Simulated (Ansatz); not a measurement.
The polar optical mode of SiC, worked through

Method: DFT LDA, scalar-relativistic, plane waves, PAW (Ansatz 0.2.0). Cutoff 420 eV, 10×10×10 k-points (Γ-centred), fixed occupations. No spin polarisation. Phonons by linear response, acoustic sum rule imposed.

Equilibrium structure at this level:
```yaml
crystal:
  lattice:
    - [0.00000, 2.16448, 2.16448]
    - [2.16448, 0.00000, 2.16448]
    - [2.16448, 2.16448, 0.00000]
  atoms:
    - { symbol: Si, position: [0.00000, 0.00000, 0.00000] }
    - { symbol: C, position: [0.25000, 0.25000, 0.25000] }
```

Linear response gives ν_TO = 797.6 cm⁻¹, Born charges ±2.731 e (positive on Si) and ε∞ = 6.922. The primitive cell holds 20.281 Å³, and the masses are 28.085 and 12.011 amu.

Task: Find ν_LO and the static dielectric constant.

Result: The long-wave field adds a restoring force: ω_LO² − ω_TO² = Z*²e²/(ε_vac ε∞ μV). In these units ν_LO² − ν_TO² = 4.92064×10⁷ Z*²/(μ V ε∞) cm⁻², with μ = m₁m₂/(m₁ + m₂) = 8.413 amu: 310633 cm⁻². So ν_LO = √(797.6² + 310633) = 973.0 cm⁻¹, and the run gives 973.0. Lyddane–Sachs–Teller then gives ε0 = ε∞ (ν_LO/ν_TO)² = 10.30, against 10.30 in the run (it forms both from the same three quantities, so the match checks the arithmetic only). Between ν_TO and ν_LO the dielectric function is negative and an undamped crystal reflects fully: a reststrahlen band from 10.3 to 12.5 μm.

Task: What do the Clausius–Mossotti polarisability and the Szigeti charge come to?

Result: With the Lorentz local field, α = (3V/4π)(ε∞ − 1)/(ε∞ + 2) = 3.21 Å³ for the pair, and e_S = 3Z*/(ε∞ + 2) = 0.92 e. The Born charge includes the electrons' response to the dipole's own local field, and e_S takes that enhancement out. The Lorentz field assumes point-like polarisable ions, a poor picture once ε∞ is this large, since the electron clouds then overlap or are shared, so both numbers are formal here.

Task: How strongly does a slow electron couple to the LO mode?

Result: For one isotropic parabolic band, Fröhlich's constant is α_F = (1/ε∞ − 1/ε0) √(m* Ry/ħω_LO), with Ry = 13.606 eV, ħω_LO = 120.6 meV and m* in free-electron masses: α_F = 0.0474 × 10.62 × √m* = 0.50 √m*. The band mass isn't part of this run; for m* = 0.1, 0.3 and 1 it gives 0.16, 0.28, 0.50. In weak coupling the polaron lies α_F ħω_LO below the band edge (33 meV at m* = 0.3) with a mass m*(1 + α_F/6); past α_F of about 5 or 6 that expansion fails. A semilocal functional's ε∞ tends to be too large, which taken alone lowers α_F.

Cost: 1 run of about 3.1 core-minutes, on Intel Xeon Processor @ 2.50GHz (Skylake/Cascade Lake) (shared hosts).

SiC combines a stiff, largely covalent lattice with a strongly polar optical mode. The high TO frequency reflects short, strong sp³ bonds and a reduced mass set mainly by light carbon. Carbon's greater electronegativity polarises the bond, but the Born charge of 2.731 e is a dynamical quantity: it includes the charge that flows as the bond is stretched, and so isn't a measure of static ionicity.

This charge drives the wide LO–TO splitting, even though the electrons screen the long-range field efficiently. They also supply the larger part of the static dielectric constant, leaving only a modest lattice contribution. Together with the large LO quantum, this keeps the Fröhlich coupling weak to moderate for the masses considered.

The splitting depends on Z*²/ε∞ at fixed volume and masses, so a good LO frequency wouldn't by itself validate the charge and the screening separately. Nor does weak polar coupling establish a high mobility, since acoustic, intervalley and impurity scattering lie outside the Fröhlich constant.
